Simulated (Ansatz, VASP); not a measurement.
## One calculation of ZnSe, two programs

Contents of INCAR:

```
SYSTEM = ZnSe
ALGO     = Normal         ! electronic algorithm
EDIFF    = 1E-6           ! SCF threshold, eV
ENCUT    = 520            ! plane-wave cutoff, eV
GGA      = CA             ! functional
ISIF     = 2              ! what is computed and relaxed
ISMEAR   = 0              ! smearing method
LASPH    = .True.         ! aspherical terms in the spheres
LCHARG   = .False.        ! write CHGCAR
LREAL    = .False.        ! projectors in reciprocal space
LWAVE    = .False.        ! write WAVECAR
NBANDS   = 16             ! bands
NELM     = 60             ! most SCF steps
PREC     = Accurate       ! precision mode
SIGMA    = 0.02           ! smearing width, eV
```

The input KPOINTS:

```
k-points
0
Gamma
  8 8 8
  0 0 0
```

File POSCAR:

```
ZnSe
1.0
    0.0000000000      2.7837636447      2.7837636447
    2.7837636447      0.0000000000      2.7837636447
    2.7837636447      2.7837636447      0.0000000000
Zn Se
1 1
Direct
    0.0000000000      0.0000000000      0.0000000000
    0.2500000000      0.2500000000      0.2500000000
```

Input for Ansatz:

```yaml
crystal:
  lattice:
    - [0.0, 2.7837636483, 2.7837636483]
    - [2.7837636483, 0.0, 2.7837636483]
    - [2.7837636483, 2.7837636483, 0.0]
  atoms:
    - { symbol: Zn, position: [0.0, 0.0, 0.0] }
    - { symbol: Se, position: [0.25, 0.25, 0.25] }
basis:
  ecutwfc: 420
kpoints:
  mp_grid: { grid: [8, 8, 8] }
  band_path: { path: [VBM, CBM], npoints: 2 }
hamiltonian:
  xc: lda
scf:
  occupations: { method: gaussian, width: 0.02 }
output:
  forces: true
  stress: true
  eigenvalues: true
```

Alike in both runs: task single point; functional LDA; k mesh 8 × 8 × 8; occupations gaussian, width 0.02 eV; no spin polarisation.

|  | VASP | Ansatz |
| --- | --- | --- |
| version | VASP 6.6.1 | Ansatz 0.2.0 |
| potentials or method | VASP PAW LDA potentials, release 64 (Zn, Se) | scalar-relativistic, plane waves, PAW |
| plane-wave cutoff (eV) | 520 | 420 |
| valence electrons in the cell | 18 | 28 |

VASP gave:

```
gap on the k mesh at the Fermi level (eV) : 1.29
least direct gap on the mesh (eV)         : 1.29
pressure (GPa)                            : 0.4
```

Which values does Ansatz return?

gap on the k mesh at the Fermi level (eV): 1.25; least direct gap on the mesh (eV): 1.25; pressure (GPa): 0.0.

The two sets of potentials don't hold the same shells in valence.

LDA gaps usually lie below the measured ones, often by a third to a half.
